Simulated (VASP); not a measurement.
# InAs (F-43m) in VASP: a series of runs, part 2 of 2

VASP 6.6.1. Earlier steps stand in the parts before.

## (5) Single point, PBE

This run uses another cell than the first one, of 29.60 Å³/atom, 1.144 times its volume.

INCAR

```
ALGO = Normal ; EDIFF = 1E-7
ENCUT = 520 ; GGA = PE
ISIF = 2 ; ISMEAR = 0
LASPH = True ; LCHARG = False
LREAL = False ; LWAVE = False
NBANDS = 16 ; NELM = 80
PREC = Accurate ; SIGMA = 0.1
```

KPOINTS

```
k-points
0
Gamma
  12 12 12
```

POSCAR

```
InAs
1.0
    0.0000000000      3.0933796585      3.0933796585
    3.0933796585      0.0000000000      3.0933796585
    3.0933796585      3.0933796585      0.0000000000
In As
1 1
Direct
    0.0000000000      0.0000000000      0.0000000000
    0.7500000000      0.7500000000      0.7500000000
```

Potentials or basis: VASP PAW PBE potentials, release 64 (In_d, As).

Run with:

```bash
> cat potpaw_PBE.64/In_d/POTCAR potpaw_PBE.64/As/POTCAR > POTCAR
> mpirun -np 1 vasp_std > vasp.out
```

OUTCAR:

```text
EDIFF = 1E-7
   ENCUT = 520
   GGA = PE
   ISIF = 2
   ISMEAR = 0
   LASPH = True
   LREAL = False
   NELM = 80
   PREC = Accurate

 ion  position               nearest neighbor table
   1  0.000  0.000  0.000-   2 2.68   2 2.68   2 2.68   2 2.68
   2  0.750  0.750  0.750-   1 2.68   1 2.68   1 2.68   1 2.68

  LATTYP: Found a face centered cubic cell.
 ALAT       =     6.1867593170

  Lattice vectors:

 A1 = (   0.0000000000,   3.0933796585,   3.0933796585)
 A2 = (   3.0933796585,   0.0000000000,   3.0933796585)
 A3 = (   3.0933796585,   3.0933796585,   0.0000000000)

Analysis of symmetry for initial positions (statically):
=====================================================================
 Subroutine PRICEL returns:
 Original cell was already a primitive cell.

 Routine SETGRP: Setting up the symmetry group for a
 face centered cubic supercell.

 Subroutine GETGRP returns: Found 24 space group operations
 (whereof 24 operations were pure point group operations)
 out of a pool of 48 trial point group operations.

The static configuration has the point symmetry T_d .

Analysis of symmetry for dynamics (positions and initial velocities):
=====================================================================
 Subroutine PRICEL returns:
 Original cell was already a primitive cell.

 Routine SETGRP: Setting up the symmetry group for a
 face centered cubic supercell.

 Subroutine GETGRP returns: Found 24 space group operations
 (whereof 24 operations were pure point group operations)
 out of a pool of 48 trial point group operations.

The dynamic configuration has the point symmetry T_d .

 Subroutine INISYM returns: Found 24 space group operations
 (whereof 24 operations are pure point group operations),
 and found     1 'primitive' translations

----------------------------------------------------------------------------------------

                                     Primitive cell

[... 104 lines left out ...]
   EFERMI =   0.00;   METHOD = LEGACY
   ISMEAR =     0;   SIGMA  =   0.10  broadening in eV -4-tet -1-fermi 0-gaus
   EFERMI_NEDOS =   21; number of points for ismear=-14 and -15
   IALGO  =     38    algorithm
   IMIX   =      4    mixing-type and parameters
     AMIX     =   0.40;   BMIX     =  1.00
     AMIX_MAG =   1.60;   BMIX_MAG =  1.00
  volume/ion in A,a.u.               =      29.60       199.75
  Fermi-wavevector in a.u.,A,eV,Ry     =   1.100836  2.080278 16.488069  1.211839
  Thomas-Fermi vector in A             =   2.237253
   LORBIT       =      0    0 simple, 1 ext, 2 COOP (PROOUT), +10 PAW based schemes
   GGA     = PE    functional components
   LHFCALC =     F    Hartree Fock is set to
   AEXX    =    0.0000 exact exchange contribution
   IVDW    =     0    specifies the selected vdW correction
   LEPSILON=     F    determine dielectric tensor
   LRPA    =     F    only Hartree local field effects (RPA)
 non-spin polarized calculation
 Gauss-broadening in eV      SIGMA  =   0.10
  energy-cutoff  :      520.00
  volume of cell :       59.20
 maximum number of plane-waves:      1639
 NGX is ok and might be reduce to    36
   NGX = 17   NGY = 17   NGZ = 17

 number of electron      17.9999997 magnetization

 Free energy of the ion-electron system (eV)
  ---------------------------------------------------
  ext. energy  EPLUGINS =         0.00000000
  ---------------------------------------------------
  free energy    TOTEN  =        -7.71973822 eV

  energy without entropy =       -7.71957973  energy(sigma->0) =       -7.71965898

 E-fermi :   3.9049     XC(G=0):  -8.7957

 val. band max:        3.8396902882   @ k =   0.0000   0.0000   0.0000
 cond. band min:       4.4642106102   @ k =   0.0833   0.0000   0.0000
 fundamental gap:      0.6245203220
 Fermi energy:         3.9048582347

 k-point     1 :       0.0000    0.0000    0.0000
  band No.  band energies     occupation
      1     -10.4272      2.00000
      2     -10.4272      2.00000
      3     -10.4272      2.00000
      4     -10.3275      2.00000
      5     -10.3275      2.00000
      6      -7.6011      2.00000
[... 433 lines left out ...]
      3     -10.3930      2.00000
      4     -10.3265      2.00000
      5     -10.3224      2.00000
      6      -6.2037      2.00000
[... 8 lines left out ...]
     15      13.3365      0.00000
     16      13.7573      0.00000

 [... further k-points ...]
[... 5 lines left out ...]
  --------------------------------------------------------------------------------------
  -------------------------------------------------------------------------------------
  Total        0.0139830      0.0139830      0.0139830      0.0000000      0.0000000      0.0000000
  in kB        0.3784254      0.3784254      0.3784254      0.0000000      0.0000000      0.0000000
  external PRESSURE =       0.3784254 kB  Pullay stress =       0.0000000 kB

 VOLUME and BASIS-vectors are now :
 -----------------------------------------------------------------------------
  energy-cutoff  :      520.00
  volume of cell :       59.20
      direct lattice vectors                 reciprocal lattice vectors
     0.000000000  3.093379658  3.093379658    -0.161635510  0.161635510  0.161635510
     3.093379658  0.000000000  3.093379658     0.161635510 -0.161635510  0.161635510
     3.093379658  3.093379658  0.000000000     0.161635510  0.161635510 -0.161635510

 POSITION                                       TOTAL-FORCE (eV/Angst)
 -----------------------------------------------------------------------------------
      0.00000      0.00000      0.00000         0.000000      0.000000      0.000000
      4.64007      4.64007      4.64007        -0.000000     -0.000000     -0.000000
 -----------------------------------------------------------------------------------
    total drift:                                0.000000      0.000000      0.000000

  FREE ENERGIE OF THE ION-ELECTRON SYSTEM (eV)
  ---------------------------------------------------
  free  energy   TOTEN  =        -7.7197382222 eV

  energy  without entropy=       -7.7195797288  energy(sigma->0) =       -7.71965898
```

stdout:

```text
POSCAR found type information on POSCAR InAs
 POSCAR found :  2 types and       2 ions
 scaLAPACK will be used
 LDA part: xc-table for (Slater+PW92), standard interpolation
 POSCAR, INCAR and KPOINTS ok, starting setup
 FFT: planning ... GRIDC
 FFT: planning ... GRID_SOFT
 FFT: planning ... GRID
 WAVECAR not read
 entering main loop
```

It took 64 s on 1 thread of Intel Xeon Platinum 8259CL at 2.50GHz (Skylake/Cascade Lake), shared host; peak memory 0.24 GiB.

Results:

| Quantity | Value |
| --- | --- |
| Free energy | -7.7197 eV |
| Pressure | 0.0 GPa |
| Band gap on the k mesh | zero (filled and empty bands touch) |

Levels at points of the mesh, in eV from the Fermi level:
```
           k point  band 5  band 6  band 7  band 8  band 9  band 10  band 11  band 12  band 13  band 14
(0.00, 0.00, 0.00)  -14.23  -11.51   -0.61   -0.07   -0.07    -0.07     3.81     3.81     3.81     7.21
(0.50, 0.00, 0.00)  -14.23  -10.24   -5.50   -0.96   -0.96     0.75     4.57     4.57     6.69     8.63
(0.50, 0.50, 0.00)  -14.21   -9.77   -5.62   -2.17   -2.17     1.59     1.98     8.69     8.73     8.73
```

Caveat: spin-orbit coupling is left out, which moves the levels of the heavy elements.

## (6) Summary

| cell | smearing | gap on the mesh (eV) | pressure (GPa) |
| --- | --- | --- | --- |
| a = 4.183 Å, angles 60.0°, 2 atoms | fermi-dirac 0.15 eV | - | 9.1 |
| a = 4.375 Å, angles 60.0°, 2 atoms | gaussian 0.1 eV | none | 0.0 |
| a = 4.375 Å, angles 60.0°, 2 atoms | fermi-dirac 0.15 eV | none | 0.0 |

Alike in all rows: task single point; level PBE; potentials or basis VASP PAW PBE potentials, release 64 (In_d, As); no spin polarisation; k mesh 12 × 12 × 12; cutoff (eV) 520.

Caveats: spin-orbit coupling is left out, which moves the levels of the heavy elements.

Total energies depend on the potentials used, so only differences within one code and one set of settings carry meaning.

## (7) Against experiment

Step 3. Against the measured gap of InAs, 0.418 eV (direct; 4.2 K; a printed reference work, data compilation), the calculated 0.00 eV is off by -0.42 eV. Spin-orbit coupling on As, In is left out. The value is that of PBE on a finite k mesh, which can miss the band edges, without temperature or zero-point motion. Semilocal functionals fall short of measured gaps as a rule.

Step 5. A measured gap of InAs is 0.418 eV (direct; 4.2 K; a printed reference work, data compilation); the calculated 0.00 eV misses it by -0.42 eV. Spin-orbit coupling on As, In is left out. The value is that of PBE on a finite k mesh, which can miss the band edges, without temperature or zero-point motion. Semilocal functionals fall short of measured gaps as a rule.
